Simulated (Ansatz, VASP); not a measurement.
One calculation of Be, two programs

File INCAR:

```
PREC = Accurate
ENCUT = 520
EDIFF = 1E-6
ISMEAR = -1
SIGMA = 0.03
LREAL = F
LASPH = T
NELM = 80
ALGO = Normal
ISIF = 2
LWAVE = F
LCHARG = T
GGA = PE
LELF = T
LVHAR = T
NBANDS = 9
```

KPOINTS

```
Automatic mesh
0
Gamma
  16 16 9
```

Contents of POSCAR:

```
Be
1.0
    2.2656737714      0.0000000000      0.0000000000
   -1.1328368857      1.9621310427      0.0000000000
    0.0000000000      0.0000000000      3.5587036811
Be
2
Direct
    0.3333333333      0.6666666667      0.2500000000
    0.6666666667      0.3333333333      0.7500000000
```

Input for Ansatz:

```yaml
crystal:
  lattice:
    - [2.2656737714, 0.0, 0.0]
    - [-1.1328368857, 1.9621310427, 0.0]
    - [0.0, 0.0, 3.5587036811]
  atoms:
    - { symbol: Be, position: [0.3333333333, 0.6666666667, 0.25] }
    - { symbol: Be, position: [0.6666666667, 0.3333333333, 0.75] }
hamiltonian:
  xc: pbe
  pseudopotentials:
    kind: paw
    azcp:
      Be: "pseudopotentials/Be.paw.azcp"
basis:
  ecutwfc: 420
  fft_grid_basis: typed
kpoints:
  mp_grid: { grid: [16, 16, 9], shift: [0, 0, 0] }
magnetization:
  spin_polarized: false
scf:
  occupations: { method: fermi_dirac, width: 0.03 }
  lower_state_search: "off"
output:
  stress: true
```

Alike in both runs: task single point; functional PBE; k mesh 16 × 16 × 9; occupations fermi-dirac, width 0.03 eV; no spin polarisation.

|  | VASP | Ansatz |
| --- | --- | --- |
| version | VASP 6.6.1 | Ansatz 0.2.0 |
| potentials or method | VASP PAW PBE potentials, release 64 (Be) | plane waves (420 eV) with PAW, scalar-relativistic |
| plane-wave cutoff (eV) | 520 | 420 |
| valence electrons in the cell | 4 | 4 |

```tsv
	VASP	Ansatz	Ansatz less VASP
pressure (GPa)	0.1	0.0	-0.15
largest component of the traceless stress (GPa)	0.13	0.17	+0.033
```
